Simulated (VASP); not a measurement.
**HfO2: relaxation of cell and atoms with BLYP**

HfO2:

```
Hf O
1.0
     5.11800    0.00000    0.00000
     0.00000    5.18570    0.00000
    -0.85866    0.00000    5.21387
Hf O
4 8
Direct
  0.27550 0.46030 0.70800
  0.72450 0.96030 0.79200
  0.72450 0.53970 0.29200
  0.27550 0.03970 0.20800
  0.07420 0.16840 0.84670
  0.92580 0.66840 0.65330
  0.92580 0.83160 0.15330
  0.07420 0.33160 0.34670
  0.44870 0.74190 0.98010
  0.55130 0.24190 0.51990
  0.55130 0.25810 0.01990
  0.44870 0.75810 0.48010
```

```json
{
  "Program": "VASP 6.6.1",
  "Task": "relaxation of cell and atoms",
  "Functional": "BLYP",
  "Potentials or basis": "VASP PAW PBE potentials, release 64 (Hf_pv, O)",
  "Cutoff": "600 eV",
  "k mesh": "5 × 5 × 5",
  "Occupations": "fermi-dirac, width 0.05 eV",
  "Spin": "no spin polarisation",
  "Further INCAR settings": "ALGO = Fast; EDIFF = 1e-06; IBRION = 2; EDIFFG = -0.02; NSW = 60; ISIF = 3"
}
```

```
Relaxed volume                         : 12.04 Å³/atom
Relaxed cell                           : a = 5.196 Å, b = 5.222 Å, c = 5.399 Å, α = 90.00°, β = 99.56°, γ = 90.00°
Space group after relaxing (to 0.05 Å) : P2_1/c (No. 14)
Energy gained by relaxing              : 15.9 meV/atom
Ionic steps                            : 26
Pressure after relaxing                : -0.2 GPa
Largest force after relaxing           : 0.019 eV/Å
Band gap on the k mesh                 : 4.10 eV, indirect (least direct gap 4.17 eV)
```

Forces on the atoms (eV/Å):
```
Hf  -0.018  0.002  0.006
Hf   0.018  0.002 -0.006
Hf   0.018 -0.002 -0.006
Hf  -0.018 -0.002  0.006
O   -0.010  0.001  0.001
O    0.010  0.001 -0.001
O    0.010 -0.001 -0.001
O   -0.010 -0.001  0.001
O   -0.008 -0.007  0.016
O    0.008 -0.007 -0.016
O    0.008  0.007 -0.016
O   -0.008  0.007  0.016
```

Stress tensor (GPa, compression positive):
```
-0.14  0.00 -0.07
 0.00 -0.25  0.00
-0.07  0.00 -0.17
```

Step by step:
```csv
step,energy change (eV),largest force (eV/Å),pressure (GPa),volume (Å³)
1,0.0000,0.4987,9.36,138.38
2,0.1948,0.8153,-11.97,152.31
3,-0.1640,0.2647,-0.27,143.79
4,-0.1640,0.2563,-0.11,143.68
5,-0.1743,0.1612,-0.07,143.88
6,-0.1743,0.1388,-0.07,143.86
7,-0.1787,0.0674,0.01,143.83
8,-0.1792,0.0910,0.05,143.81
9,-0.1819,0.0583,0.09,143.87
10,-0.1829,0.0545,0.12,143.92
11,-0.1829,0.0584,0.14,143.93
12,-0.1840,0.0497,-0.24,144.21
13,-0.1842,0.0480,-0.40,144.34
14,-0.1849,0.0452,-0.29,144.28
15,-0.1859,0.0445,-0.01,144.16
16,-0.1859,0.0901,0.54,143.92
17,-0.1863,0.0525,0.24,144.05
18,-0.1870,0.0477,0.20,144.10
19,-0.1885,0.0411,0.05,144.25
20,-0.1873,0.1312,-0.25,144.55
21,-0.1887,0.0597,-0.02,144.33
22,-0.1894,0.0402,0.00,144.35
23,-0.1898,0.0641,0.03,144.38
24,-0.1905,0.0342,-0.05,144.42
25,-0.1909,0.0211,-0.15,144.47
26,-0.1909,0.0195,-0.18,144.49
```

Final structure:
```yaml
crystal:
  lattice:
    - [5.19648, 0.00000, -0.01209]
    - [0.00000, 5.22225, 0.00000]
    - [-0.88419, 0.00000, 5.32645]
  atoms:
    - { symbol: Hf, position: [0.27437, 0.45800, 0.70841] }
    - { symbol: Hf, position: [0.72563, 0.95800, 0.79159] }
    - { symbol: Hf, position: [0.72563, 0.54200, 0.29159] }
    - { symbol: Hf, position: [0.27437, 0.04200, 0.20841] }
    - { symbol: O, position: [0.06484, 0.17740, 0.85381] }
    - { symbol: O, position: [0.93516, 0.67740, 0.64619] }
    - { symbol: O, position: [0.93516, 0.82260, 0.14619] }
    - { symbol: O, position: [0.06484, 0.32260, 0.35381] }
    - { symbol: O, position: [0.45083, 0.74367, 0.97284] }
    - { symbol: O, position: [0.54917, 0.24367, 0.52716] }
    - { symbol: O, position: [0.54917, 0.25633, 0.02716] }
    - { symbol: O, position: [0.45083, 0.75633, 0.47284] }
```

Levels at points of the mesh, in eV from the valence-band top:
| k point | band 42 | band 43 | band 44 | band 45 | band 46 | band 47 |
| --- | --- | --- | --- | --- | --- | --- |
| (0.00, 0.00, 0.00) | -0.47 | -0.23 | 0.00 | 4.52 | 4.86 | 5.01 |

Wall time 49 min on 1 thread of Intel(R) Xeon(R) 6975P-C (Granite Rapids), with other jobs on the host, peak memory 0.48 GiB.

Caveat: the PAW data sets were made with another functional, which shifts forces and pressure a little; spin-orbit coupling is left out, which moves the levels of the heavy elements; an odd mesh through Γ misses points on the zone boundary, where band edges often lie.
